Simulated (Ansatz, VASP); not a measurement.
One calculation of Ti, two programs

The input INCAR:

```
PREC     = Accurate       # precision mode
ENCUT    = 520            # plane-wave cutoff, eV
EDIFF    = 1E-7           # SCF threshold, eV
ISMEAR   = 0              # smearing method
SIGMA    = 0.15           # smearing width, eV
LREAL    = F              # projectors in reciprocal space
LASPH    = T              # aspherical terms in the spheres
NELM     = 80             # most SCF steps
ALGO     = Fast           # electronic algorithm
ISIF     = 2              # what is computed and relaxed
LWAVE    = F              # write WAVECAR
LCHARG   = F              # write CHGCAR
GGA      = CA             # functional
NBANDS   = 12             # bands
```

The input KPOINTS:

```
regular mesh
0
Gamma
  20 20 20
```

Contents of POSCAR:

```
Ti
1.0
    0.0000000000      2.1315000000      2.0300000000
    2.1315000000      0.0000000000      2.0300000000
    2.1315000000      2.1315000000      0.0000000000
Ti
1
Direct
    0.0000000000      0.0000000000      0.0000000000
```

Input for Ansatz:

```yaml
crystal:
  lattice:
    - [0.0, 2.1315, 2.03]
    - [2.1315, 0.0, 2.03]
    - [2.1315, 2.1315, 0.0]
  atoms:
    - { symbol: Ti, position: [0.0, 0.0, 0.0] }
basis:
  ecutwfc: 420
kpoints:
  mp_grid: { grid: [20, 20, 20] }
hamiltonian:
  xc: lda
scf:
  occupations: { method: gaussian, width: 0.15 }
output:
  forces: true
  stress: true
  eigenvalues: true
```

Change from the starting cell: strain +0.050 along x and y, +0.000 along z, atoms carried along.

Alike in both runs: task single point; functional LDA; k mesh 20 × 20 × 20; occupations gaussian, width 0.15 eV; no spin polarisation.

|  | VASP | Ansatz |
| --- | --- | --- |
| version | VASP 6.6.1 | Ansatz 0.2.0 |
| potentials or method | VASP PAW LDA potentials, release 64 (Ti_sv) | scalar-relativistic, plane waves, PAW |
| plane-wave cutoff (eV) | 520 | 420 |
| valence electrons in the cell | 12 | 12 |

|  | VASP | Ansatz | Ansatz less VASP |
| --- | --- | --- | --- |
| gap on the k mesh at the Fermi level (eV) | none | none | - |
| pressure (GPa) | -13.4 | -13.4 | -0.05 |
| largest component of the traceless stress (GPa) | 0.99 | 0.99 | +0.001 |

A gap of «none» marks a metal or a gap that the smearing closes.
